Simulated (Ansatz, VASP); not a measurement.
Two plane-wave programs on Sr

INCAR

```
SYSTEM = Sr
  PREC = Accurate
  ENCUT = 520
  EDIFF = 1E-7
  ISMEAR = 0
  SIGMA = 0.03
  LREAL = .False.
  LASPH = .True.
  NELM = 60
  ALGO = Normal
  ISIF = 2
  LWAVE = .False.
  LCHARG = .False.
  GGA = PS
  NBANDS = 11
```

Contents of KPOINTS:

```
Automatic mesh
0
Gamma
  10 10 10
  0 0 0
```

The input POSCAR:

```
Sr
1.0
    0.0000000000      2.7989620000      2.7989620000
    2.7989620000      0.0000000000      2.7989620000
    2.7989620000      2.7989620000      0.0000000000
Sr
1
Direct
    0.0000000000      0.0000000000      0.0000000000
```

Input for Ansatz:

```yaml
crystal:
  lattice:
    - [0.0, 2.798962, 2.798962]
    - [2.798962, 0.0, 2.798962]
    - [2.798962, 2.798962, 0.0]
  atoms:
    - { symbol: Sr, position: [0.0, 0.0, 0.0] }
basis:
  ecutwfc: 420
kpoints:
  mp_grid: { grid: [10, 10, 10] }
hamiltonian:
  xc: pbesol
scf:
  occupations: { method: gaussian, width: 0.03 }
output:
  forces: true
  stress: true
  eigenvalues: true
```

Change from the starting cell: strain -0.080 along x and y, -0.080 along z, atoms carried along.

Alike in both runs: task single point; functional PBEsol; k mesh 10 × 10 × 10; occupations gaussian, width 0.03 eV; no spin polarisation.

|  | VASP | Ansatz |
| --- | --- | --- |
| version | VASP 6.6.1 | Ansatz 0.2.0 |
| potentials or method | VASP PAW PBE potentials, release 64 (Sr_sv) | scalar-relativistic, plane waves, PAW |
| plane-wave cutoff (eV) | 520 | 420 |
| valence electrons in the cell | 10 | 10 |

VASP gave:

```
gap on the k mesh at the Fermi level (eV) : 0.09
least direct gap on the mesh (eV)         : 0.14
pressure (GPa)                            : 2.8
```

Problem. Which values does Ansatz return?

Solution. gap on the k mesh at the Fermi level (eV): 0.09; least direct gap on the mesh (eV): 0.14; pressure (GPa): 2.7.

Caveats: the PAW data sets were made with another functional, which shifts forces and pressure a little (VASP).
